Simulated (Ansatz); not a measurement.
## All-electron card of O

```
CELL_PARAMETERS angstrom
1.99714 0.00000 0.00000
0.00000 1.99714 0.00000
0.00000 0.00000 1.99714
ATOMIC_POSITIONS crystal
O 0.00000 0.00000 0.00000
```

The cell was built from the sc type and relaxed in the same program, and has space group Pm-3m; it needn't be a known or the stable phase.

This is a hypothetical arrangement without O2 molecules, not solid oxygen as it is known.

Computed with Ansatz 0.2.0, DFT, PBE, all-electron LAPW, scalar-relativistic.

Settings: a Γ-centred 18×18×18 k mesh, Fermi–Dirac smearing of 0.03 eV, basis error target 1 meV/atom, no spin polarisation.

```json
{"Band gap": "none: bands cross the Fermi level, a metal", "Volume per atom": "7.97 Å³"}
```

**Question.** Predict this quantity. Density of states at the Fermi level (0.2 eV bin).

**Answer.** 0.59 states/eV per cell.

**Question.** Give the computed value. Pressure at this cell.

**Answer.** -0.11 GPa.
